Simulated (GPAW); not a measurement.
Runs of GPAW 26.7.0 on MoP. It takes space group P-6m2 (No. 187, hexagonal). The conventional cell has a = 3.223 Å, b = 3.223 Å, c = 3.191 Å, α = 90.00°, β = 90.00°, γ = 120.00°. Mo (site symmetry -6m2) has 6 P at 2.45 Å as nearest neighbours. P (site symmetry -6m2) is surrounded by 6 Mo at 2.45 Å. 

```tsv
task	level	potentials or basis	cell	k mesh	cutoff (eV)	smearing	maxiter	fermi k mesh	data set	optimizer	fmax	other keys	mesh quality	gap on the mesh (eV)	pressure (GPa)	relaxed volume (Å³/atom)
Fermi surface	LDA	the program's PAW data sets (release 1.2.1) made for this functional, other valence, pw	as given	5 × 5 × 4	510	fermi-dirac 0.01 eV	60	8 × 8 × 6	Mo 6	-	-	several, not listed	coarse	none	-3.6	-
electron localisation function	LDA	the program's PAW data sets (release 1.2.1) made for this functional, other valence, pw	as given	5 × 5 × 4	510	fermi-dirac 0.01 eV	150	-	Mo 6	-	-	-	coarse	none	-3.6	-
relaxation of cell and atoms	RPBE+D3(BJ)	the program's PAW data sets (release 1.2.1) made for this functional, pw	relaxed	10 × 10 × 8	600	fermi-dirac 0.05 eV	150	-	-	BFGS	0.02 eV/Å	-	not flagged	none	0.0	(a)
relaxation of cell and atoms	revPBE+D3(BJ)	the program's PAW data sets (release 1.2.1) made for this functional, pw	relaxed	10 × 10 × 8	600	fermi-dirac 0.05 eV	150	-	-	BFGS	0.02 eV/Å	-	not flagged	none	-0.1	13.81
relaxation of cell and atoms	RPBE+D4	the program's PAW data sets (release 1.2.1) made for this functional, pw	relaxed	10 × 10 × 8	600	fermi-dirac 0.05 eV	150	-	-	FIRE	0.02 eV/Å	-	not flagged	none	-0.1	13.96
```

Alike in all rows: no spin polarisation.

Q: Fill in the values left out.

A: (a) 12.48.

Caveats: some runs use coarse meshes; later steps reuse the first step's grids (some runs); pairwise dispersion overbinds metals, which lowers pressure and volume (some runs); the cutoff is short for stress and forces, so pressures can be off by a GPa or more (some runs); the volume moved by -13 % from the deposited cell, more than functionals usually miss (some runs).

A k mesh can miss the band edges, and the runs leave out spin-orbit coupling on Mo.

A gap of «none» marks a metal or a gap under the smearing width.

The runs don't all hold the same shells in valence.
